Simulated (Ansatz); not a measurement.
## TiC under changes of volume

One of the cells (10.158 Å³/atom); the others are scaled copies at fixed shape and fractional positions:

```
Ti C
1.0
     0.00000    2.16572    2.16572
     2.16572    0.00000    2.16572
     2.16572    2.16572    0.00000
Ti C
1 1
Cartesian
  0.0000 0.0000 0.0000
  2.1657 2.1657 2.1657
```

The cell is a database's computed one.

```yaml
Program: Ansatz 0.2.0
Functional: r2SCAN
Dispersion: D4
Potentials_or_basis: Ansatz PAW
Cutoff: "500 eV (not typed: the program's choice for these potentials)"
k_mesh: 11 × 11 × 11
Occupations: fermi-dirac, width 0.05 eV
Spin: no spin polarisation
```

```tsv
volume (Å³/atom)	energy over the lowest point (meV/atom)	pressure (GPa)
9.548	23.25	15.5
9.752	7.80	9.0
9.955	0.31	3.0
10.158	0.00	-2.4
10.361	6.19	-7.3
10.564	18.26	-11.7
10.767	?	?
```

Task: What does the run at 10.767 Å³/atom give?

Result: Energy over the lowest point 35.64 meV/atom; pressure -15.7 GPa.

Worked out: A Birch-Murnaghan fit of order 3 (a polynomial in V^(-2/3)) to the other rows has its minimum at 10.07 Å³/atom with B0 = V·E''(V) = 266 GPa and B' = 3.8. It gives 35.70 meV/atom at 10.767 Å³/atom, against the run's 35.64, and -dE/dV = -15.7 GPa, against -15.7.

Energies are extrapolated to zero smearing.

Caveats: pairwise dispersion overbinds metals, which lowers pressure and volume; the PAW data sets come from PBE, with cores solved anew for the run's functional, which leaves a small shift of forces and pressure.
